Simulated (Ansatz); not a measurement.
## Sb: all-electron results

```
Sb
1.0
     2.15060    1.24165    3.74400
    -2.15060    1.24165    3.74400
     0.00000   -2.48330    3.74400
Sb
2
Cartesian
  0.0000 0.0000 2.6242
  0.0000 0.0000 8.6078
```

Atoms are numbered in the order listed.

Structure: COD 9009654, as refined from experiment and not relaxed.

No spin–orbit coupling, which matters for the heavy atoms here.

These are results of Ansatz 0.2.0, DFT, PBE, all-electron LAPW, scalar-relativistic, not measurements.

Settings: a Γ-centred 9×9×9 k mesh, Fermi–Dirac smearing of 0.05 eV, basis error target 0.5 meV/atom, no spin polarisation.

| Item | Value |
| --- | --- |
| Density of states at the Fermi level (0.2 eV bin) | 0.00 states/eV per cell |
| Volume per atom | 29.99 Å³ |

Question: Predict this quantity. Band gap.

Answer: None at this level of theory (metallic, semimetallic, or a small gap that the functional closes).

Question: Predict this quantity. Pressure at this cell.

Answer: 3.13 GPa.

Question: Give the computed value. Stress xx, yy, zz (compression positive).

Answer: 3.30, 3.30, 2.81 GPa.

Question: Largest force: what does the calculation give?

Answer: 0.199 eV/Å on Sb1.
